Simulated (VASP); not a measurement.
# Si (Fd-3m) in VASP: a series of runs

The runs below take Si through single point, with PBE.

All numbers are computed with VASP 6.6.1; they aren't measurements. Logs are shortened: lines on timing, memory, paths and dates and some standing lists are left out, and cuts for length are marked.

## Step 1: The undisturbed crystal

It takes space group Fd-3m (No. 227, cubic). Conventional cell: a = 5.444 Å, b = 5.444 Å, c = 5.444 Å, α = 90.00°, β = 90.00°, γ = 90.00°. Si (site symmetry -43m) has 4 Si at 2.36 Å as nearest neighbours.

## Step 2: Single point, PBE (grid = ENCUT=250 dk=0.45 cell=3x3x2 ISMEAR=0 SIGMA=0.05 LREAL=Auto EDIFF=1e-06)

The input, INCAR:

```
SYSTEM = Si
ALGO = Fast
EDIFF = 1E-6
ENCUT = 250
GGA = PE
ISIF = 2
ISMEAR = 0
LASPH = .True.
LCHARG = .False.
LREAL = Auto
LWAVE = .False.
NBANDS = 81
NELM = 120
PREC = Accurate
SIGMA = 0.05
```

The input, KPOINTS:

```
k-points
0
Gamma
  2 2 3
  0 0 0
```

The input, POSCAR:

```
Si
1.0
    0.0000000000      8.1655535595      8.1655535595
    8.1655535595      0.0000000000      8.1655535595
    5.4437023730      5.4437023730      0.0000000000
Si
35
Direct
    0.1666666667      0.1666666667      0.7500000000
    0.1666666667      0.5000000000      0.2500000000
    0.1666666667      0.5000000000      0.7500000000
    0.1666666667      0.8333333333      0.2500000000
    0.1666666667      0.8333333333      0.7500000000
    0.5000000000      0.1666666667      0.2500000000
    0.5000000000      0.1666666667      0.7500000000
    0.5000000000      0.5000000000      0.2500000000
    0.5000000000      0.5000000000      0.7500000000
    0.5000000000      0.8333333333      0.2500000000
    0.5000000000      0.8333333333      0.7500000000
    0.8333333333      0.1666666667      0.2500000000
    0.8333333333      0.1666666667      0.7500000000
    0.8333333333      0.5000000000      0.2500000000
    0.8333333333      0.5000000000      0.7500000000
    0.8333333333      0.8333333333      0.2500000000
    0.8333333333      0.8333333333      0.7500000000
    0.2500000000      0.2500000000      0.3750000000
    0.2500000000      0.2500000000      0.8750000000
    0.2500000000      0.5833333333      0.3750000000
    0.2500000000      0.5833333333      0.8750000000
    0.2500000000      0.9166666667      0.3750000000
    0.2500000000      0.9166666667      0.8750000000
    0.5833333333      0.2500000000      0.3750000000
    0.5833333333      0.2500000000      0.8750000000
    0.5833333333      0.5833333333      0.3750000000
    0.5833333333      0.5833333333      0.8750000000
    0.5833333333      0.9166666667      0.3750000000
    0.5833333333      0.9166666667      0.8750000000
    0.9166666667      0.2500000000      0.3750000000
    0.9166666667      0.2500000000      0.8750000000
    0.9166666667      0.5833333333      0.3750000000
    0.9166666667      0.5833333333      0.8750000000
    0.9166666667      0.9166666667      0.3750000000
    0.9166666667      0.9166666667      0.8750000000
```

Potentials or basis: VASP PAW PBE potentials, release 64 (Si).

On the command line:

```sh
$ cat potpaw_PBE.64/Si/POTCAR > POTCAR
$ mpirun -np 1 vasp_std > vasp.out
```

OUTCAR:

```text
SYSTEM = Si
   EDIFF = 1E-6
   ENCUT = 250
   GGA = PE
   ISIF = 2
   ISMEAR = 0
   LASPH = .True.
   LREAL = Auto
   NELM = 120
   PREC = Accurate

 Found      6 irreducible k-points:

 Following reciprocal coordinates:
            Coordinates               Weight
  0.000000  0.000000  0.000000      1.000000
  0.500000  0.000000  0.000000      2.000000
  0.500000  0.500000  0.000000      1.000000
  0.000000  0.000000  0.333333      2.000000
  0.500000  0.000000  0.333333      4.000000
  0.500000  0.500000  0.333333      2.000000
   k-points           NKPTS =      6   k-points in BZ     NKDIM =      6   number of bands    NBANDS=     81
   number of dos      NEDOS =    301   number of ions     NIONS =     35
   total plane-waves  NPLWV = 144000
   dimension x,y,z NGX =    60 NGY =   60 NGZ =   40
   dimension x,y,z NGXF=   120 NGYF=  120 NGZF=   80
   ions per type =              35
   NGX,Y,Z   is equivalent  to a cutoff of   8.64,  8.64,  8.64 a.u.
   NGXF,Y,Z  is equivalent  to a cutoff of  17.28, 17.28, 17.28 a.u.
 SYSTEM =  Si
   PREC   = accura    normal or accurate (medium, high low for compatibility)
   ISTART =      0    job   : 0-new  1-cont  2-samecut
   ICHARG =      2    charge: 1-file 2-atom 10-const
   ISPIN  =      1    spin polarized calculation?
   LNONCOLLINEAR =      F non collinear calculations
   LSORBIT =      F    spin-orbit coupling
   LASPH  =      T    aspherical Exc in radial PAW
   ENCUT  =  250.0 eV  18.37 Ry    4.29 a.u.  14.89 14.89  9.93*2*pi/ulx,y,z
   NELM   =    120;   NELMIN=  2; NELMDL= -5     # of ELM steps
   EDIFF  = 0.1E-05   stopping-criterion for ELM
   LREAL  =      T    real-space projection
   EDIFFG = 0.1E-04   stopping-criterion for IOM
   NSW    =      0    number of steps for IOM
   IBRION =     -1    ionic relax: 0-MD 1-quasi-New 2-CG
   NFREE  =      0    steps in history (QN), initial steepest desc. (CG)
   ISIF   =      2    stress and relaxation
   ISYM   =      2    0-nonsym 1-usesym 2-fastsym
   POTIM  = 0.5000    time-step for ionic-motion
   TEBEG  =    0.0;   TEEND  =   0.0 temperature during run
   PSTRESS=    0.0 pullay stress
   NELECT =     140.0000    total number of electrons
   NUPDOWN=      -1.0000    fix difference up-down
   EMIN   =  10.00;   EMAX   =-10.00  energy-range for DOS
   EFERMI =   0.00;   METHOD = LEGACY
   ISMEAR =     0;   SIGMA  =   0.05  broadening in eV -4-tet -1-fermi 0-gaus
   EFERMI_NEDOS =   21; number of points for ismear=-14 and -15
   IALGO  =     68    algorithm
   IMIX   =      4    mixing-type and parameters
     AMIX     =   0.40;   BMIX     =  1.00
     AMIX_MAG =   1.60;   BMIX_MAG =  1.00
  volume/ion in A,a.u.               =      20.74       139.97
  Fermi-wavevector in a.u.,A,eV,Ry     =   0.945843  1.787384 12.172025  0.894619
  Thomas-Fermi vector in A             =   2.073783
   LORBIT       =      0    0 simple, 1 ext, 2 COOP (PROOUT), +10 PAW based schemes
   GGA     = PE    functional components
   LHFCALC =     F    Hartree Fock is set to
   AEXX    =    0.0000 exact exchange contribution
   IVDW    =     0    specifies the selected vdW correction
   LEPSILON=     F    determine dielectric tensor
   LRPA    =     F    only Hartree local field effects (RPA)
 non-spin polarized calculation
 RMM-DIIS sequential band-by-band and
 Gauss-broadening in eV      SIGMA  =   0.05
  energy-cutoff  :      250.00
  volume of cell :      725.93
 maximum number of plane-waves:      6566
 NGX is ok and might be reduce to    60
   NGX = 29   NGY = 29   NGZ = 19

 number of electron     140.0000050 magnetization

 Free energy of the ion-electron system (eV)
  ---------------------------------------------------
  ext. energy  EPLUGINS =         0.00000000
  ---------------------------------------------------
  free energy    TOTEN  =      -185.89075270 eV

  energy without entropy =     -185.88326250  energy(sigma->0) =     -185.88700760

 E-fermi :   5.7833     XC(G=0):  -9.2776

 val. band max:        5.5009369019   @ k =   0.0000   0.0000   0.3333
 cond. band min:       5.8071947716   @ k =   0.5000   0.0000   0.3333
 fundamental gap:      0.3062578697
 Fermi energy:         5.7833477886

 k-point     1 :       0.0000    0.0000    0.0000
  band No.  band energies     occupation
      1      -6.3755      2.00000
      2      -5.1035      2.00000
      3      -5.0766      2.00000
      4      -5.0247      2.00000
      5      -4.8857      2.00000
      6      -4.5074      2.00000
[... 73 lines left out ...]
     80       7.1293      0.00000
     81       7.2296      0.00000

 k-point     2 :       0.5000    0.0000    0.0000
  band No.  band energies     occupation
      1      -6.0952      2.00000
      2      -5.9428      2.00000
      3      -5.1307      2.00000
      4      -5.0316      2.00000
      5      -4.3476      2.00000
      6      -4.2733      2.00000
[... 73 lines left out ...]
     80       7.5478      0.00000
     81       7.5977      0.00000

 k-point     3 :       0.5000    0.5000    0.0000
  band No.  band energies     occupation
      1      -5.9696      2.00000
      2      -5.8563      2.00000
      3      -5.4872      2.00000
      4      -5.3138      2.00000
      5      -4.3462      2.00000
      6      -4.2732      2.00000
[... 73 lines left out ...]
     80       7.2812      0.00000
     81       7.4676      0.00000

 k-point     4 :       0.0000    0.0000    0.3333
  band No.  band energies     occupation
      1      -6.0268      2.00000
      2      -5.1723      2.00000
      3      -5.1417      2.00000
      4      -5.0911      2.00000
      5      -5.0636      2.00000
      6      -4.8579      2.00000
[... 73 lines left out ...]
     80       7.2915      0.00000
     81       7.5466      0.00000

 k-point     5 :       0.5000    0.0000    0.3333
  band No.  band energies     occupation
      1      -5.9145      2.00000
      2      -5.5080      2.00000
      3      -5.3719      2.00000
      4      -5.1637      2.00000
      5      -4.9850      2.00000
      6      -4.3354      2.00000
[... 73 lines left out ...]
     80       8.0739      0.00000
     81       8.1934      0.00000

 k-point     6 :       0.5000    0.5000    0.3333
  band No.  band energies     occupation
      1      -6.0280      2.00000
      2      -5.4512      2.00000
      3      -5.1716      2.00000
      4      -5.1412      2.00000
      5      -4.9253      2.00000
      6      -4.3462      2.00000
[... 73 lines left out ...]
     80       8.0037      0.00000
     81       8.2276      0.00000

------------------------ aborting loop because EDIFF is reached ----------------------------------------

  FORCE on cell =-STRESS in cart. coord.  units (eV):
  Direction    XX          YY          ZZ          XY          YZ          ZX
  --------------------------------------------------------------------------------------
  -------------------------------------------------------------------------------------
  Total        1.7509145      1.7509145      1.5521961      0.1825213     -0.0917855     -0.0917855
  in kB        3.8643806      3.8643806      3.4257964      0.4028362     -0.2025765     -0.2025765
  external PRESSURE =       3.7181859 kB  Pullay stress =       0.0000000 kB

 VOLUME and BASIS-vectors are now :
 -----------------------------------------------------------------------------
  energy-cutoff  :      250.00
  volume of cell :      725.93
      direct lattice vectors                 reciprocal lattice vectors
     0.000000000  8.165553559  8.165553559    -0.061232836  0.061232836  0.061232836
     8.165553559  0.000000000  8.165553559     0.061232836 -0.061232836  0.061232836
     5.443702373  5.443702373  0.000000000     0.091849254  0.091849254 -0.091849254

 POSITION                                       TOTAL-FORCE (eV/Angst)
 -----------------------------------------------------------------------------------
      5.44370      5.44370      2.72185         0.072745      0.072745      0.001295
      5.44370      2.72185      5.44370        -0.094486      0.041685     -0.198563
      8.16555      5.44370      5.44370         0.021957      0.119188     -0.147934
      8.16555      2.72185      8.16555         0.262534     -0.041676      0.261853
     10.88740      5.44370      8.16555         0.045337     -0.155877      0.191728
      2.72185      5.44370      5.44370         0.041685     -0.094486     -0.198563
[... 27 lines left out ...]
      9.52648      9.52648     14.97018        -0.019754     -0.019754     -0.018047
     12.24833     12.24833     14.97018         0.010841      0.010841     -0.034396
 -----------------------------------------------------------------------------------
    total drift:                               -0.000172     -0.000172     -0.000254

  FREE ENERGIE OF THE ION-ELECTRON SYSTEM (eV)
  ---------------------------------------------------
  free  energy   TOTEN  =      -185.8907527014 eV

  energy  without entropy=     -185.8832624953  energy(sigma->0) =     -185.88700760
```

Run time: 5 min. Hardware: 1 thread of Intel Xeon Platinum 8488C (Sapphire Rapids), shared host; peak memory 0.37 GiB.

The run converged, but some of its settings lie outside the range that counts as converged, so its numbers aren't taken as properties of the crystal.

Results:

```
Free energy            : -185.8908 eV
Largest force          : 0.373 eV/Å
Band gap on the k mesh : none (metal or under the smearing width)
```

Caveat: the cutoff is under 1.25 times the usual one of these potentials, so pressure, stress and relaxed cells hold a basis-set (Pulay) error.

## Step 3: Single point, PBE (grid = ENCUT=350 dk=0.45 cell=3x3x2 ISMEAR=0 SIGMA=0.05 LREAL=Auto EDIFF=1e-06)

Edit INCAR of step 2 so:

```diff
@@ -3,3 +3,3 @@
 EDIFF = 1E-6
-ENCUT = 250
+ENCUT = 350
 GGA = PE
```

KPOINTS is that of step 2.

POSCAR is that of step 2.

Potentials or basis: VASP PAW PBE potentials, release 64 (Si).

On the command line:

```sh
$ cat potpaw_PBE.64/Si/POTCAR > POTCAR
$ mpirun -np 1 vasp_std > vasp.out
```

It took 8.6 min on 1 thread of Intel Xeon Platinum 8488C (Sapphire Rapids), shared host; peak memory 0.53 GiB.

These settings aren't checked as converged: the numbers below hold their error.

What came out:

```yaml
Free_energy: -186.2067 eV
Pressure: 0.5 GPa
Largest_force: 0.371 eV/Å
Band_gap_on_the_k_mesh: none (metal or under the smearing width)
```

## Step 4: Single point, PBE (grid = ENCUT=350 dk=0.45 cell=3x3x2 ISMEAR=0 SIGMA=0.2 LREAL=Auto EDIFF=1e-06)

Edit INCAR of step 3 so:

```diff
@@ -14,2 +14,2 @@
 PREC = Accurate
-SIGMA = 0.05
+SIGMA = 0.2
```

KPOINTS is that of step 3.

POSCAR is that of step 3.

Potentials or basis: VASP PAW PBE potentials, release 64 (Si).

On the command line:

```sh
$ cat potpaw_PBE.64/Si/POTCAR > POTCAR
$ mpirun -np 1 vasp_std > vasp.out
```

OUTCAR:

```text
SYSTEM = Si
   EDIFF = 1E-6
   ENCUT = 350
   GGA = PE
   ISIF = 2
   ISMEAR = 0
   LASPH = .True.
   LREAL = Auto
   NELM = 120
   PREC = Accurate

 Found      6 irreducible k-points:

 Following reciprocal coordinates:
            Coordinates               Weight
  0.000000  0.000000  0.000000      1.000000
  0.500000  0.000000  0.000000      2.000000
  0.500000  0.500000  0.000000      1.000000
  0.000000  0.000000  0.333333      2.000000
  0.500000  0.000000  0.333333      4.000000
  0.500000  0.500000  0.333333      2.000000
   k-points           NKPTS =      6   k-points in BZ     NKDIM =      6   number of bands    NBANDS=     81
[... 584 lines left out ...]
  Total        2.3666659      2.3666659      2.1363546      0.1664383     -0.1103980     -0.1103980
  in kB        5.2233833      5.2233833      4.7150716      0.3673400     -0.2436555     -0.2436554
  external PRESSURE =       5.0539461 kB  Pullay stress =       0.0000000 kB

 VOLUME and BASIS-vectors are now :
 -----------------------------------------------------------------------------
  energy-cutoff  :      350.00
  volume of cell :      725.93
      direct lattice vectors                 reciprocal lattice vectors
     0.000000000  8.165553559  8.165553559    -0.061232836  0.061232836  0.061232836
     8.165553559  0.000000000  8.165553559     0.061232836 -0.061232836  0.061232836
     5.443702373  5.443702373  0.000000000     0.091849254  0.091849254 -0.091849254

 POSITION                                       TOTAL-FORCE (eV/Angst)
 -----------------------------------------------------------------------------------
      5.44370      5.44370      2.72185         0.067934      0.067934     -0.002394
      5.44370      2.72185      5.44370        -0.096381      0.041483     -0.199899
      8.16555      5.44370      5.44370         0.026266      0.120048     -0.148350
      8.16555      2.72185      8.16555         0.262019     -0.039848      0.259736
     10.88740      5.44370      8.16555         0.043167     -0.154659      0.189948
      2.72185      5.44370      5.44370         0.041483     -0.096381     -0.199899
[... 27 lines left out ...]
      9.52648      9.52648     14.97018        -0.019978     -0.019978     -0.019111
     12.24833     12.24833     14.97018         0.009910      0.009910     -0.035448
 -----------------------------------------------------------------------------------
    total drift:                                0.000032      0.000032     -0.002385

  FREE ENERGIE OF THE ION-ELECTRON SYSTEM (eV)
  ---------------------------------------------------
  free  energy   TOTEN  =      -186.2318658288 eV

  energy  without entropy=     -186.1877402208  energy(sigma->0) =     -186.20980302
```

OSZICAR:

```text
N       E                     dE             d eps       ncg     rms          rms(c)
DAV:   1     0.315667042427E+03    0.31567E+03   -0.42534E+04   972   0.104E+03
DAV:   2    -0.156291940394E+03   -0.47196E+03   -0.45662E+03  1202   0.174E+02
DAV:   3    -0.188410216052E+03   -0.32118E+02   -0.31588E+02  1160   0.427E+01
[... 14 lines left out ...]
RMM:  18    -0.186231881748E+03    0.27501E-03   -0.44755E-04  1081   0.435E-02    0.708E-02
RMM:  19    -0.186231862599E+03    0.19149E-04   -0.47590E-04  1092   0.402E-02    0.144E-02
RMM:  20    -0.186231868338E+03   -0.57386E-05   -0.10332E-04  1056   0.258E-02    0.312E-02
RMM:  21    -0.186231864655E+03    0.36833E-05   -0.13915E-05  1116   0.104E-02    0.190E-02
RMM:  22    -0.186231865597E+03   -0.94197E-06   -0.22166E-05  1101   0.934E-03    0.307E-03
RMM:  23    -0.186231865829E+03   -0.23229E-06   -0.37980E-06   825   0.536E-03
   1 F= -.18623187E+03 E0= -.18620980E+03  d E =-.441256E-01
```

stdout:

```text
POSCAR found type information on POSCAR Si
 POSCAR found :  1 types and      35 ions
 scaLAPACK will be used
 LDA part: xc-table for (Slater+PW92), standard interpolation
 -----------------------------------------------------------------------------
|                                                                             |
|           W    W    AA    RRRRR   N    N  II  N    N   GGGG   !!!           |
|           W    W   A  A   R    R  NN   N  II  NN   N  G    G  !!!           |
|           W    W  A    A  R    R  N N  N  II  N N  N  G       !!!           |
|           W WW W  AAAAAA  RRRRR   N  N N  II  N  N N  G  GGG   !            |
|           WW  WW  A    A  R   R   N   NN  II  N   NN  G    G                |
|           W    W  A    A  R    R  N    N  II  N    N   GGGG   !!!           |
|                                                                             |
|     Your reciprocal lattice and k-lattice belong to different lattice       |
|     classes:                                                                |
|                                                                             |
|        The reciprocal lattice is base-centered monoclinic,                  |
|        whereas your k-lattice is body-centered cubic.                       |
|                                                                             |
|     Results are often still useful ...                                      |
|                                                                             |
 -----------------------------------------------------------------------------

 POSCAR, INCAR and KPOINTS ok, starting setup
 FFT: planning ... GRIDC
 FFT: planning ... GRID_SOFT
 FFT: planning ... GRID
 WAVECAR not read
 entering main loop
```

Run time: 7.7 min. Hardware: 1 thread of Intel Xeon Platinum 8488C (Sapphire Rapids), shared host; peak memory 0.53 GiB.

The run converged, but some of its settings lie outside the range that counts as converged, so its numbers aren't taken as properties of the crystal.

Results:

| Item | Value |
| --- | --- |
| Free energy | -186.2319 eV |
| Pressure | 0.5 GPa |
| Largest force | 0.371 eV/Å |
| Band gap on the k mesh | none (metal or under the smearing width) |
